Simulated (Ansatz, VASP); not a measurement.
# Te2Mo: VASP beside Ansatz, part 2 of 2

One calculation is typed for both programs; each brings its own data sets. How far apart do they land? Of the first pair: The structure shown is the start of the Ansatz relaxation below; VASP solves that cell, so the two are compared at the walk's first step.

VASP 6.6.1 and Ansatz 0.2.0.

So far: The starting structure; Ansatz: relaxation, LDA; VASP: single point, LDA, start cell, pair 1.

### Step 4. Comparison

Known differences besides the potentials themselves: Ansatz cuts the interaction across the vacuum, VASP repeats the sheet with a dipole correction (LDIPOL); the data sets hold 46 valence electrons in Ansatz (on its default PAW (the set named soft_2) files) and 26 in VASP; the cutoff is 420 eV in Ansatz and 400 eV in VASP; VASP's log shows a relativistic correction to its local exchange, Ansatz's none. Total energies have different zeros and are not compared.

Forces (eV/Å; atoms numbered as in POSCAR):

```
atom        Ansatz x, y, z          VASP x, y, z
 Mo1   0.000, 0.000, 0.000   0.000, 0.000, 0.000
 Te2  0.000, 0.000, -1.757  0.000, 0.000, -1.728
 Te3   0.000, 0.000, 1.757   0.000, 0.000, 1.728
```

The forces differ by 13 meV/Å r.m.s., which is 1.6 % of the r.m.s. force of 0.815 eV/Å (both taken over all components). Where the cell holds vacuum, a pressure given here is an average over it and none of the material.

### Step 5. Ansatz: relaxation, LDA

This run makes the geometry at which the two programs are then compared.

The structure compared here is the end of the Ansatz relaxation.

This is the run of step 2 again, met here at its other cell.

### Step 6. VASP: single point, LDA, relaxed cell, pair 2

The same cell, functional (in two slightly different forms), mesh and smearing now go to VASP, with its own data sets.

The input, INCAR:

```
SYSTEM = Te2Mo
PREC = Accurate
ENCUT = 400
EDIFF = 1E-06
NELM = 120
ISMEAR = -1
SIGMA = 0.02
LREAL = .FALSE.
ALGO = Normal
GGA = PW92
NBANDS = 19
LASPH = .TRUE.
LORBIT = 11
LWAVE = .FALSE.
LCHARG = .FALSE.
ISIF = 2
LDIPOL = .TRUE.
IDIPOL = 3
DIPOL = 0.5 0.5 0.31
LVHAR = .TRUE.
GGA_COMPAT = .FALSE.
EFERMI = MIDGAP
NELMDL = -8
```

The input, POSCAR:

```
Te2Mo
1.0
    3.4665792271      0.0000000000      0.0000000000
   -1.7332896135      3.0021456749      0.0000000000
    0.0000000000      0.0000000000     31.2316167230
Mo Te
1 2
Direct
    0.0000000000      0.0000000000      0.3096908754
    0.3333333333      0.6666666667      0.3671610210
    0.3333333333      0.6666666667      0.2522207298
```

The input, KPOINTS:

```
Automatic mesh
0
Gamma
6 6 1
0 0 0
```

PAW data sets: Mo_sv and Te (LDA family, release 64).

Command:

```sh
$ mpirun -np 1 vasp_std
```

Numbers of over 12 decimals in the logs are rounded to 6 here.

The program printed:

```text
[banner, memory and clock lines left out]
running    1 mpi-ranks, on    1 nodes
[...]
[... a notice as in an earlier step ...]

 LDA part: xc-table for (Slater(with rela. corr.)+PW92), standard interpolation
 POSCAR, INCAR and KPOINTS ok, starting setup
[...]
entering main loop
       N       E                     dE             d eps       ncg     rms          rms(c)
DAV:   1     0.119595322601E+03    0.11960E+03   -0.11058E+04   378   0.805E+02
DAV:   2    -0.118937486206E+02   -0.13149E+03   -0.12854E+03   376   0.185E+02
DAV:   3    -0.209729690060E+02   -0.90792E+01   -0.90091E+01   364   0.442E+01
DAV:   4    -0.211620208822E+02   -0.18905E+00   -0.18870E+00   384   0.649E+00
[...]
DAV:  24    -0.204572045866E+02   -0.21240E-05   -0.39115E-08   180   0.748E-04    0.593E-04
DAV:  25    -0.204572060567E+02   -0.14701E-05   -0.28796E-08   188   0.455E-04    0.324E-04
DAV:  26    -0.204572066980E+02   -0.64124E-06   -0.48048E-09   169   0.255E-04
   1 F= -.20457207E+02 E0= -.20457207E+02  d E =-.517094E-14
```

OUTCAR, selected parts (step 6):

```text
  Total        0.0065528      0.0065528      0.0896571      0.0000000      0.0000000      0.0000000
  in kB        0.0323004      0.0323004      0.4419448      0.0000000      0.0000000      0.0000000
  external PRESSURE =       0.1688485 kB  Pullay stress =       0.0000000 kB

 POSITION                                       TOTAL-FORCE (eV/Angst)
 -----------------------------------------------------------------------------------
      0.00000      0.00000      9.67215         0.000000      0.000000      0.000000
     -0.00000      2.00143     11.46703        -0.000000      0.000000      0.048976
     -0.00000      2.00143      7.87726         0.000000     -0.000000     -0.048976
 -----------------------------------------------------------------------------------
    total drift:                                0.000000     -0.000000     -0.000047

  FREE ENERGIE OF THE ION-ELECTRON SYSTEM (eV)
  ---------------------------------------------------
  free  energy   TOTEN  =       -20.4572066980 eV

  energy  without entropy=      -20.4572066980  energy(sigma->0) =      -20.45720670

[... 1 part as in an earlier step ...]

[... 2 further parts left out ...]
[key lines of the parts left out:]
E-fermi :  -1.5407
```

### Step 7. Comparison

What differs besides the data sets and the points named for the pairs above, as far as they apply: the data sets hold 46 valence electrons in Ansatz (on its default PAW (the set named soft_2) files) and 26 in VASP. Total energies have different zeros and are not compared.

Both answers:

```
              quantity  Ansatz   VASP  difference
gap on the k mesh (eV)   1.238  1.238       0.000
```

Forces (eV/Å; atoms numbered as in POSCAR):

```
atom        Ansatz x, y, z          VASP x, y, z
 Mo1   0.000, 0.000, 0.000   0.000, 0.000, 0.000
 Te2   0.000, 0.000, 0.002   0.000, 0.000, 0.049
 Te3  0.000, 0.000, -0.002  0.000, 0.000, -0.049
```

The forces differ by 22 meV/Å r.m.s., where the r.m.s. force is 0.001 eV/Å in Ansatz and 0.023 eV/Å in VASP: the atoms lie near their places of rest in Ansatz, so a percentage would say little (all taken over all components). A gap on the mesh is an upper bound, since the band edges may lie between its points. Where the cell holds vacuum, a pressure given here is an average over it and none of the material.

### Step 8. Other set-ups

Further runs change the set-up of one program: Ansatz's method, potentials or start, or VASP's data sets, cutoff or form of LDA. The table gives Ansatz less VASP for each quantity, since a change that brings one quantity closer may part another.

```csv
run,r.m.s. force difference (meV/Å),gap on the k mesh (eV)
as above,22,-1.2e-4
VASP with the data sets Mo and Te_sv_GW and a cutoff of 520 eV,9.9,0.0040
```

### Step 9. Summary of results

```
r.m.s. force difference (single point, LDA, start cell, pair 1)   : 1.6 % of the r.m.s. force
r.m.s. force difference (single point, LDA, relaxed cell, pair 2) : 22 meV/Å
```

In words: The r.m.s. force difference is 22 meV/Å (single point, LDA, relaxed cell, pair 2), beyond the 12 meV/Å picked in this series as the mark of a large difference. The data sets hold unlike numbers of valence electrons (46 in Ansatz and 26 in VASP), so part of the differences may come from the potentials. Single point, LDA, relaxed cell, pair 2, VASP with the data sets Mo and Te_sv_GW and a cutoff of 520 eV: r.m.s. force difference goes from 22 to 9.9 meV/Å; the difference in gap on the k mesh goes from -1.2e-4 to 0.0040 eV. How closely two codes agree says nothing of how well the functional describes the real material.

[Lines on the potential files, build, host, timing and source positions are cut from VASP's logs without a mark.]

[Logs are printed without paths, hosts, clocks, repeated set-up lines and the standing remarks that a program may print on its own settings, such as how far it seeks lower states.]

[Hosts, paths, dates, database ids (printed as entryN), source tags and the programs' standing remarks are cut or masked in the printed files.]
